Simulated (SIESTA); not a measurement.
PbS (Galena):

```xyz
2
Lattice="0.0000 2.9657 2.9657 2.9657 0.0000 2.9657 2.9657 2.9657 0.0000" Properties=species:S:1:pos:R:3 pbc="T T T"
Pb    0.0000    0.0000    0.0000
S     2.9657    2.9657    2.9657
```

Base run:

```yaml
Program: SIESTA 5.4.2
Functional: PBE
Potentials_or_basis: PseudoDojo 0.4 standard (PBE files)
Basis: SZ (energy shift 0.002 Ry)
Grid_cutoff: 500 Ry
Energy_shift: 0.002 Ry
k_mesh: 8 × 8 × 8
Occupations: fermi-dirac, width 0.05 eV
Spin: no spin polarisation
```

Its results: band gap on the k mesh 0.59 eV, direct; pressure 7.2 GPa.

Problem. After a change of settings the same cell gave: band gap on the k mesh 0.41 eV, direct; pressure 2.6 GPa. Which change was it?
A. functional from PBE to vdW-DF; basis from SZ (energy shift 0.002 Ry) to DZP (energy shift 0.002 Ry; radii capped at 9.5 bohr)
B. potentials or basis from PseudoDojo 0.4 standard (PBE files) to PseudoDojo 0.4 stringent (PBE files); basis from SZ (energy shift 0.002 Ry) to DZP (energy shift 0.002 Ry); valence electrons from 20 to 28
C. functional from PBE to RPBE; basis from SZ (energy shift 0.002 Ry) to DZP (energy shift 0.002 Ry)
D. basis from SZ (energy shift 0.002 Ry) to TZDP (energy shift 0.002 Ry)

Solution. D.

Caveats: spin-orbit coupling is left out, which as a rule narrows the gap of such compounds by several tenths of an eV; the basis of atomic orbitals isn't converged, which shifts pressures, moduli and gaps; the basis has no polarisation orbitals (some runs); semicore shells carry a single zeta, which can move pressures by several GPa and volumes by a few percent (some runs).

Not every run made on this cell is shown here.
